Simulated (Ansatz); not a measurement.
The system is MnH2O2 (Pyrochroite).

```
Mn O H
1.0
     3.25000    0.00000    0.00000
    -1.62500    2.81458    0.00000
     0.00000    0.00000    4.48000
Mn O H
1 2 2
Direct
  0.00000 0.00000 0.00000
  0.66667 0.33333 0.77400
  0.33333 0.66667 0.22600
  0.66667 0.33333 0.55400
  0.33333 0.66667 0.44600
```

- Program: Ansatz 0.2.0
- Task: relaxation of cell and atoms
- Functional: LDA
- Potentials or basis: Ansatz PAW
- Cutoff: 420 eV (not typed: the program's choice for these potentials)
- k mesh: 9 × 9 × 6
- Occupations: fermi-dirac, width 0.05 eV
- Spin: collinear spin, ferromagnetic start
- Starting moments: [4.0, 0.0, 0.0, 0.0, 0.0] μB

At the start: volume 8.20 Å³/atom.

Question: Where does the relaxation end?

Answer: It ends after 8 steps and the volume is 8.10 Å³/atom (-1.1 %); space group P-3m1 (No. 164, to 0.05 Å); moment 5.00 μB per cell.

The path:
```tsv
step	energy change (eV)	largest force (eV/Å)	volume (Å³)
1	0.0000	0.6095	40.98
2	-0.0272	0.0470	39.88
3	-0.0258	0.0313	40.60
4	-0.0259	0.0104	40.59
5	-0.0259	0.0002	40.59
6	-0.0236	0.0003	40.59
7	-0.0241	0.0020	40.52
8	-0.0238	0.0021	40.52
```

Final structure:
```xyz
5
Lattice="3.2483 0.0000 0.0000 -1.6241 2.8131 0.0000 0.0000 0.0000 4.4345" Properties=species:S:1:pos:R:3 pbc="T T T"
Mn    0.0000    0.0000    0.0000
O     1.6241    0.9377    3.3787
O     0.0000    1.8754    1.0558
H     1.6241    0.9377    2.3963
H     0.0000    1.8754    2.0382
```

Caveat: the plane-wave basis is chosen anew once the cell has moved, so the energies of steps on either side of that aren't comparable; the pressure holds a Pulay correction of +1.0 GPa for the finite cutoff; a cell with one magnetic atom can't hold antiferromagnetic order, which such compounds often take; the PAW data sets come from PBE, with cores solved anew for the run's functional, which leaves a small shift of forces and pressure.
